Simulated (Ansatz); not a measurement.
The system is MnSb.

```
Sb Mn
1.0
     4.15000    0.00000    0.00000
    -2.07500    3.59401    0.00000
     0.00000    0.00000    5.78000
Sb Mn
2 2
Direct
  0.66667 0.33333 0.75000
  0.33333 0.66667 0.25000
  0.00000 0.00000 0.50000
  0.00000 0.00000 0.00000
```

| Item | Value |
| --- | --- |
| Program | Ansatz 0.2.0 |
| Task | relaxation of cell and atoms |
| Functional | BLYP |
| Dispersion | D3(BJ) |
| Potentials or basis | Ansatz PAW |
| Cutoff | 420 eV (not typed: the program's choice for these potentials) |
| k mesh | 7 × 7 × 5 |
| Occupations | fermi-dirac, width 0.05 eV |
| Spin | collinear spin, ferromagnetic start |
| Starting moments | [0.0, 0.0, 4.0, 4.0] μB |

At the start: volume 21.55 Å³/atom.

Question: Where does the relaxation end?

Answer: It ends after 5 steps and the volume is 19.19 Å³/atom (-11.0 %); space group P6_3/mmc (No. 194, to 0.05 Å); moment 5.73 μB per cell.

The path:
| step | energy change (eV) | largest force (eV/Å) | volume (Å³) |
| --- | --- | --- | --- |
| 1 | 0.0000 | 0.0000 | 86.21 |
| 2 | -0.1844 | 0.0000 | 75.66 |
| 3 | -0.1878 | 0.0000 | 76.96 |
| 4 | -0.1880 | 0.0000 | 76.77 |
| 5 | -0.1855 | 0.0000 | 76.77 |

Final structure:
```
Sb Mn
1.0
     4.01425    0.00000    0.00000
    -2.00712    3.47644    0.00000
     0.00000    0.00000    5.50087
Sb Mn
2 2
Cartesian
  2.0071 1.1588 4.1256
  0.0000 2.3176 1.3752
  0.0000 0.0000 2.7504
  0.0000 0.0000 0.0000
```

Caveat: the plane-wave basis is chosen anew once the cell has moved, so the energies of steps on either side of that aren't comparable; the volume moved by -11 % from the deposited cell, more than functionals usually miss; only a ferromagnetic start was run, and an antiferromagnetic order may lie lower in energy; the PAW data sets come from PBE, with cores solved anew for the run's functional, which leaves a small shift of forces and pressure.
